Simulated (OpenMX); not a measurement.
# SiNi: equation of state with LDA

Crystal: SiNi.

```
Ni Si
1.0
     2.94277    0.00000    0.00000
     0.00000    3.28033    0.00000
     0.00000    0.00000    4.67745
Ni Si
2 2
Direct
  0.50000 0.50000 0.34250
  0.00000 0.00000 0.65750
  0.50000 0.50000 0.84314
  0.00000 0.00000 0.15686
```

The cell is a database's computed one.

| Quantity | Value |
| --- | --- |
| Program | OpenMX 3.8.5 |
| Task | equation of state |
| Functional | LDA |
| Potentials or basis | OpenMX 2013 LDA set, Ni6.0H-s3p2d2, Si7.0-s2p2d1, fixed grid of 40 × 45 × 63 points |
| k mesh | 9 × 9 × 7 |
| Occupations | fermi-dirac, width 0.05 eV |
| Spin | collinear spin, ferromagnetic start |
| Starting moments | [1.0, 1.0, 0.0, 0.0] μB |

```yaml
Equilibrium_volume: 11.16 Å³/atom
Bulk_modulus_at_fixed_shape_and_positions: 210 GPa
Pressure_derivative_of_the_bulk_modulus: 4.6
```

Energy against volume, from the lowest point:
| volume (Å³/atom) | energy (meV/atom) |
| --- | --- |
| 10.611 | 18.92 |
| 10.837 | 5.92 |
| 11.062 | 0.00 |
| 11.288 | 0.33 |
| 11.514 | 6.31 |
| 11.740 | 17.33 |
| 11.965 | 32.81 |

Caveat: volumes in these bases differ from converged ones by about 1 %, for some elements by several; the cell was scaled at fixed shape and fractional positions, which overstates the stiffness of a crystal with free parameters, most of all of layers and chains; the basis of atomic orbitals isn't converged, which shifts pressures, moduli and gaps.
